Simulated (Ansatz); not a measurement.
RbBr (Fm-3m) from a database of computed structures, relaxed with r2SCAN: space group Fm-3m (No. 225), cubic; a = 6.922 Å in the conventional setting, 41.46 Å³ an atom. Around Rb lie 6 Br at 3.46 Å; around Br lie 6 Rb at 3.46 Å. One-shot G0W0@PBE in the plane-wave code Ansatz on a 4×4×4 mesh (contour deformation, no spin-orbit coupling), from a PBE gap of 4.290 eV over the mesh points (the G0W0 gap is direct on the mesh); the number N of bands summed and the screening cutoff rise together. Calculated for a static, non-magnetic cell.

```tsv
N	cutoff (eV)	1000/N	G0W0 gap (eV)
255	120	3.922	6.751
622	220	1.608	6.876
```

Lay a straight line in 1000/N through these rows.
The slope is -0.0540 eV per unit of 1000/N and the intercept 6.963 eV.

Predict the gap at N = 1136 (300 eV).
6.963 + (-0.0540) × 0.880 = 6.915 eV; the run gives 6.910 eV, -0.005 eV from the line.

With that run's result added, what limit do the last two rows suggest?
Their slope is (6.910 − 6.876)/(0.880 − 1.608) = -0.0467, which meets 1/N = 0 at 6.95 eV, against 6.963 eV from the first line. The slope flattens, so the first line overshoots; the k mesh isn't extrapolated.

Spin-orbit coupling is left out.
